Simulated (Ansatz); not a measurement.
Four zincblende compounds that share partners, relaxed with r2SCAN in the plane-wave code Ansatz; the fourth is withheld. Calculated for a static, non-magnetic cell.

```tsv
solid	a (Å)
GaP	5.451
GaN	4.498
AlP	5.479
```

**If bond lengths are sums of radii, what lattice constant follows for AlN?** a(AlN) ≈ a(GaN) + a(AlP) − a(GaP) = 4.498 + 5.479 − 5.451 = 4.526 Å. The relaxed cell has 4.370 Å, -3.4 % from the sum: fixed radii fail here.

**How much does a change of partner add, in either pair?** GaP → GaN: -0.953 Å, and AlP → AlN: -1.109 Å; GaP → AlP: +0.028 Å, and GaN → AlN: -0.128 Å. Fixed radii would make each pair equal; they differ by 0.156 Å.
